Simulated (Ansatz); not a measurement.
Ansatz input

```yaml
crystal:
  lattice:
    - [-1.9368452376, 1.9368452376, 1.9368452376]
    - [1.9368452376, -1.9368452376, 1.9368452376]
    - [1.9368452376, 1.9368452376, -1.9368452376]
  atoms:
    - { symbol: Te, position: [0.0, 0.0, 0.0] }
hamiltonian:
  xc: revpbe
  pseudopotentials:
    kind: paw
    azcp:
      Te: "pseudopotentials/Te.paw.azcp"
basis:
  ecutwfc: 420
  fft_grid_basis: typed
kpoints:
  mp_grid: { grid: [19, 19, 19], shift: [0, 0, 0] }
magnetization:
  spin_polarized: false
scf:
  occupations: { method: fermi_dirac, width: 0.1 }
output:
  write_density: true
  write_potential: true
  elf: true
  volumetric_format: npy
```

Output

```
Engine: ansatz 0.2.0, x86_64-unknown-linux-gnu
Pseudopotentials: kind: paw
Pseudopotential: Te, paw, valence charge 16, recommended cutoff 420 eV (normal) 
Functional definition: revPBE
  parameter kappa = 1.245
  parameter beta = 0.06672455060314922
  exchange = pbe_x(kappa = kappa, mu = beta*pi^2/3)
  correlation = pbe_c(beta = beta)
Crystal: 1 atoms, lattice volume = 29.063 Å³
Basis set: ecut = 420 eV, 555 PW (Γ)
Bands: 12, of which v1, the nominal top of the filled ones, is band 8 counted from 1 (7 counted from 0)
Symmetry: 48 space group operations
Space group: Im-3m (ITA 229), of the structure as read, at distance tolerance 3.1e-5 Å
k-points: 220 of 6859
Non-local potential: Te, projectors of the file, l = 0: 2, l = 1: 2, l = 2: 2, l = 3: 2
PAW form: soft (Blöchl's): semilocal exchange-correlation on the pseudo side does not see the compensation charge
PAW frozen core: Te, regenerated for the run's functional, and the local potential with it (the file was generated under x = pbe(κ = 0.804, μ = 0.2195149727645171), c = pbe(β = 0.06672455060314922))
PAW one-centre angular grid: Te, 590 points (default); XC on 64 Gauss nodes
Initial density: superposition of atomic densities (neutral atoms: chi_scale 0, normalization atom), corrected by the library's trained network
Initial wavefunctions: pseudopotential atomic-orbital guess
Functional: x = revpbe(κ = 1.245, μ = 0.2195149727645171), c = pbe(β = 0.06672455060314922)
SCF iter   1: F=—  HF=-6985.930686 eV  |F-HF|=—  |Δ(HF+E_count)|=         —  Δρ=1.21e-3  dr2=1.73e-4  ethr=1.77e-3  ⟨swp⟩=5.2  Hψ=16002  notcnv=0
SCF iter   2: F=—  HF=-6985.930356 eV  |F-HF|=—  |Δ(HF+E_count)|=   3.30e-4  Δρ=6.73e-4  dr2=5.29e-5  ethr=1.08e-6  ⟨swp⟩=2.1  Hψ=6185  notcnv=0
SCF iter   3: F=—  HF=-6985.930416 eV  |F-HF|=—  |Δ(HF+E_count)|=   6.01e-5  Δρ=3.86e-4  dr2=1.94e-5  ethr=3.31e-7  ⟨swp⟩=1.5  Hψ=2965  notcnv=0
SCF iter   4: F=—  HF=-6985.930443 eV  |F-HF|=—  |Δ(HF+E_count)|=   2.70e-5  Δρ=3.41e-5  dr2=3.76e-7  ethr=1.21e-7  ⟨swp⟩=2.0  Hψ=3309  notcnv=0
iter 5 did not close the SCF: its close was put off for the readings that it lacked (scf_convergence_deferred on its scf_iter line)
SCF iter   5: F=-6985.930443 eV  HF=-6985.930443 eV  |F-HF|=1.38e-8  |Δ(HF+E_count)|=   2.67e-8  Δρ=8.36e-6  dr2=3.37e-8  ethr=2.35e-9  ⟨swp⟩=2.0  Hψ=3325  notcnv=0
SCF iter   6: F=-6985.930443 eV  HF=-6985.930443 eV  |F-HF|=9.68e-10  |Δ(HF+E_count)|=   4.64e-9  Δρ=3.10e-6  dr2=3.88e-9  ethr=2.10e-10  ⟨swp⟩=1.8  Hψ=10519  notcnv=0
SCF 1 converged in 6 iterations: F = -6985.930443 eV  dr2 = 3.88e-9
SCF converged after 6 iterations
Free energy (F): -6985.930443 eV
Harris-Foulkes:  -6985.930443 eV  (|F-HF|=9.68e-10)
Internal energy: -6985.904873 eV  (E = F + TS)
E sigma→0 (E₀):  -6985.917658 eV
Entropy (-TS):   -0.025570 eV (-25.570 meV/atom)
Fermi energy:    10.955335 eV
--- Per-component energies (eV) ---
  E_band       = -230.517488
  E_kinetic    = 179.489192
  E_local      = -1044.179079  (includes V_loc(G=0)·N_el)
  E_nonlocal   = -311.350310
  E_hartree    = 713.879700
  E_xc         = -123.998706
  E_vxc        = -103.527921  (∫ρ·V_xc dr)
  E_paw        = -4668.120874  (= ΣΔE_a)
  E_vpaw       = -378.710808  (= ΣTr[D̂ρ^β])
  E_aug_tail   = -0.000195  (compensation charges beyond the density's cutoff)
  E_ewald      = -1731.596779
  E_core_change = -0.027821  (= ΣΔE_core)
  E_smearing   = -0.025570  (= −TS)
  E_closure    = 0.000000  (closes the sum)
  Σ components = -6985.930443   (vs F -6985.930443, Δ=0.00e0)
--- Band table (eV; the first three rows and the last of 220) ---
  k-point 0: bands = ["-26.3481", "-26.3481", "-26.3481", "-26.3279", "-26.3279", "-2.7652", "13.8035", "13.8035", "13.8035", "20.5359", "21.0453", "21.0453"]
  k-point 1: bands = ["-26.3483", "-26.3476", "-26.3470", "-26.3282", "-26.3280", "-2.7162", "13.4401", "13.6784", "13.7796", "20.5889", "20.6929", "20.9791"]
  k-point 2: bands = ["-26.3488", "-26.3464", "-26.3436", "-26.3288", "-26.3282", "-2.5698", "12.5256", "13.3477", "13.7095", "19.8471", "20.0684", "21.6021"]
  k-point 219: bands = ["-26.3502", "-26.3501", "-26.3094", "-26.3094", "-26.3094", "2.2172", "8.0179", "8.0787", "8.0787", "13.9929", "14.1247", "27.2977"]
```
